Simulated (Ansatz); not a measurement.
# SiS2 (Ibam): zero-pressure volume and bulk modulus with rPW86-PBE + rVV10

An exercise on one series of results from a longer session: the logs are not shown, and one member is left open.

Program: Ansatz 0.2.0. Level of theory: DFT rPW86-PBE + rVV10, scalar-relativistic, plane waves, PAW. These are calculated values, not measurements.

2 further runs of the same task are left out: 1 that didn't finish, 1 set aside as unsound or not needed. Runs told in other sessions of the task aren't counted.

**The starting structure**

Symmetry: Ibam, No. 72, orthorhombic system. The conventional cell has a = 5.536 Å, b = 9.762 Å, c = 5.543 Å, α = 90.00°, β = 90.00°, γ = 90.00°. Around Si (site symmetry 222) lie 4 S at 2.14 Å. Around S (site symmetry m) lie 2 Si at 2.14 Å.

Structure file:

```cif
data_structure
_symmetry_space_group_name_H-M 'P 1'
_symmetry_Int_Tables_number 1
_cell_length_a 6.2584
_cell_length_b 6.2584
_cell_length_c 6.2584
_cell_angle_alpha 127.501
_cell_angle_beta 77.493
_cell_angle_gamma 127.430
_cell_volume 149.78
loop_
_atom_site_label
_atom_site_type_symbol
_atom_site_fract_x
_atom_site_fract_y
_atom_site_fract_z
_atom_site_occupancy
Si1 Si 0.75000 0.75000 0.00000 1
Si2 Si 0.25000 0.25000 0.00000 1
S1 S 0.88268 0.78935 0.67203 1
S2 S 0.11732 0.21065 0.32797 1
S3 S 0.38268 0.71065 0.09334 1
S4 S 0.61732 0.28935 0.90666 1
```

An earlier run on this cell at PBE gave 1.35 GPa at 24.963 Å³/atom (6×6×6 mesh), mesh gap 2.78 eV.

The first run:

The input, input.yaml:

```yaml
crystal:
  lattice:
    - [-2.7679656562, 4.8810386948, 2.7714513474]
    - [2.7679656562, -4.8810386948, 2.7714513474]
    - [2.7679656562, 4.8810386948, -2.7714513474]
  atoms:
    - { symbol: Si, position: [0.75, 0.75, 0.0] }
    - { symbol: Si, position: [0.25, 0.25, 0.0] }
    - { symbol: S, position: [0.8826845766, 0.7893462369, 0.6720308135] }
    - { symbol: S, position: [0.1173154234, 0.2106537631, 0.3279691865] }
    - { symbol: S, position: [0.3826845766, 0.7106537631, 0.0933383396] }
    - { symbol: S, position: [0.6173154234, 0.2893462369, 0.9066616604] }
basis:
  ecutwfc: 420
  ecutrho_ratio: 4
kpoints:
  mp_grid: { grid: [6, 6, 6] }
hamiltonian:
  xc: { exchange: rpw86, correlation: pbe }
  dispersion: rvv10
scf:
  occupations: { method: gaussian, width: 0.05 }
output:
  forces: true
  stress: true
  eigenvalues: true
relax:
  f_tol: 0.02
  max_steps: 40
  cell: { stress_tol: 0.2, fix: [volume] }
```

Launch:

```sh
$ ansatz run input.yaml --threads 4 --pin off --max-ram 8192MiB --backend cpu --events-out ev --progress --plain --runs-dir out
```

Steps of the session up to this table: At the given cell; Stepping to 24.863 Å³/atom; Stepping to 24.434 Å³/atom; Stepping to 24.361 Å³/atom; Volume × 0.98 of the new zero; Volume × 1.02 of the new zero; Volume × 0.96 of the new zero; Volume × 1.04 of the new zero.

One table of the session follows, with a row left open; its other results are not shown here.

It belongs to the step «Energy and pressure against volume». 

```
volume (Å³/atom)  energy (meV/atom)  pressure (GPa)
          23.386               1.97            0.70
          23.873                  ?               ?
          24.361               0.00            0.04
          24.848               0.42           -0.25
          25.335               1.57           -0.47
```

Estimate the missing values for volume (Å³/atom) = 23.873.

Worked estimate for «energy (meV/atom)». A straight line through the neighbours (23.386, 1.97) and (24.361, 0.00) gives 1.97 + (0.00 − 1.97) × (23.873 − 23.386) / (24.361 − 23.386) = 0.99; a parabola fitted to 3 rows on both sides gives 0.52.

The run gave: energy (meV/atom): 0.45; pressure (GPa): 0.32. In «energy (meV/atom)» the line misses by +0.54 and the parabola by +0.07.
